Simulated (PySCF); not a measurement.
Fill in the blanks.

Compound: C4H10N (charge +1).
Z-matrix (Å and degrees, GFN2-xTB geometry), rows numbered from 1:
```
C 
C   1  1.5380
C   2  1.5369  1  105.35
N   3  1.4905  2  104.90  1    -8.84
C   4  1.4862  3  104.72  2    33.00
H   1  1.0862  2  112.14  3  -138.67
H   1  1.0899  2  110.82  3   100.86
H   2  1.0874  1  111.05  3   119.38
H   2  1.0874  1  110.99  3  -121.09
H   3  1.0889  2  113.08  1  -129.45
H   3  1.0901  2  110.96  1   108.19
H   4  1.0261  3  109.25  2   -83.21
H   4  1.0242  3  112.51  2   156.57
H   5  1.0887  1  113.77  2   157.82
H   5  1.0909  1  111.21  2   -78.09
```

```csv
property,level,value
point group of the GFN2-xTB geometry,GFN2-xTB,C1
"rotational constants A, B, C of the GFN2-xTB geometry",GFN2-xTB,"6.720, 6.501, 3.830 GHz"
HOMO energy,PBE0/def2-SVPD,?
LUMO energy,PBE0/def2-SVPD,-4.56 eV
lowest singlet excitation,TDDFT PBE0/def2-SVPD,?
strongest line among the 8 lowest singlet transitions,TDDFT PBE0/def2-SVPD,?
lowest triplet excitation (Tamm–Dancoff),TDA PBE0/def2-SVPD,8.27 eV
static isotropic polarisability,PBE0/def2-SVPD,?
electronic spatial extent ⟨r²⟩ about the centre of nuclear charge,PBE0/def2-SVPD,384 bohr²
13C chemical shifts (computed TMS as zero) by class,GIAO PBE0/pcSseg-1,"52.2 (C3/C5), 24.6 (C1/C2) ppm"
1H chemical shifts (computed TMS as zero) by class,GIAO PBE0/pcSseg-1,?
"isotropic shieldings of nuclei other than C and H, by class",GIAO PBE0/pcSseg-1,?
largest of the computed one-bond spin–spin couplings (means over like bonds),"B3LYP/pcJ-1, spin–dipole term left out for some pairs","13C–1H +155.2 (C3–H10 and 3 like it), 13C–1H +145.4 (C1–H6 and 3 like it), 15N–1H -80.4 (N4–H12 and 1 like it), 13C–13C +32.9 (C1–C5 and 1 like it), 13C–13C +29.8 (C1–C2), 15N–13C -4.7 (N4–C3 and 1 like it) Hz"
core binding energies,"ΔSCF SCAN, pcX-2 on the ionised atom, pcseg-1 elsewhere, spin-free X2C","C1s 295.7 (C1/C2), C1s 297.4 (C3/C5), N1s 414.1 (N4) eV"
```

The electronic properties come from PySCF, for the isolated species, density fitting. NMR classes are plain means over equivalent atoms (diastereotopic ones count apart unless rotation or inversion swaps them), as if these changed places fast; in this geometry the members of some classes differ.

Task: Give the strongest line among the 8 lowest singlet transitions.

Result: S3 at 9.32 eV (133 nm, f = 0.021).

Task: Give the lowest singlet excitation.

Result: 8.41 eV (148 nm, f = 0.002).

Task: Give the static isotropic polarisability.

Result: 48.2 au.

Task: Give the isotropic shieldings of nuclei other than C and H, by class.

Result: 191 (N4) ppm.

Task: The 1H chemical shifts (computed TMS as zero) by class?

Result: 4.75 (H12/H13), 3.74 (H10/H11/H14/H15), 2.65 (H6/H7/H8/H9) ppm.

Task: What is the HOMO energy?

Result: -14.13 eV.

The rotational constants make it an asymmetric top with κ = (2B − A − C)/(A − C) = 0.85, nearer the oblate limit (+1). In wavenumbers S1 is 67800 cm⁻¹ (1 eV = 8065.54 cm⁻¹). With B = h/(8π²I), that is 505.379 GHz u Å² over I, the principal moments of inertia are 75.2, 77.7 and 131.9 u Å² (most abundant isotopes); the inertial defect Ic − Ia − Ib is -21.0 u Å² (zero for a rigid planar frame, negative otherwise). No computed singlet falls in the visible range (750 to 380 nm, 1.65 to 3.26 eV); S1 lies 5.15 eV above its blue end. The largest Löwdin shares of the LUMO are 0.19 on H12, 0.17 on H13, 0.16 on N4 and 0.10 on C3. The largest Löwdin shares of the HOMO are 0.24 on C2, 0.19 on C1, 0.11 on H8 and 0.11 on H7.

For the spin–spin coupling job (B3LYP/pcJ-1), time: 24 s of wall time. Hardware: one thread of an x86-64 server, on a shared host.

One conformer stands for the species.
